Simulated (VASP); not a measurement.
Crystal: Ti.

```xyz
1
Lattice="-1.6533 1.6533 1.6533 1.6533 -1.6533 1.6533 1.6533 1.6533 -1.6533" Properties=species:S:1:pos:R:3 pbc="T T T"
Ti    0.0000    0.0000    0.0000
```

This isn't the form of Ti at room conditions, which is hcp.

```yaml
Program: VASP 6.6.1
Task: relaxation of cell and atoms
Functional: PBE
Dispersion: D3(BJ)
Potentials_or_basis: VASP PAW PBE potentials, release 64 (Ti_sv)
Cutoff: 600 eV
k_mesh: 18 × 18 × 18
Occupations: gaussian, width 0.1 eV
Spin: no spin polarisation
```

At the start: pressure -10.1 GPa; volume 18.07 Å³/atom.

Question: How do energy, volume and symmetry change on relaxing?

Answer: Over 3 steps the energy falls by 62.1 meV/atom and the volume is 16.26 Å³/atom (-10.0 %); space group Im-3m (No. 229, to 0.05 Å).

Step by step:
| step | energy change (eV) | largest force (eV/Å) | pressure (GPa) | volume (Å³) |
| --- | --- | --- | --- | --- |
| 1 | 0.0000 | 0.0000 | -10.13 | 18.07 |
| 2 | -0.0379 | 0.0000 | 8.04 | 15.25 |
| 3 | -0.0621 | 0.0000 | -0.02 | 16.26 |

Final structure:
```xyz
1
Lattice="-1.5960 1.5960 1.5960 1.5960 -1.5960 1.5960 1.5960 1.5960 -1.5960" Properties=species:S:1:pos:R:3 pbc="T T T"
Ti    0.0000    0.0000    0.0000
```

Caveat: the volume moved by -10 % from the deposited cell, more than functionals usually miss; pairwise dispersion overbinds metals, which lowers pressure and volume.
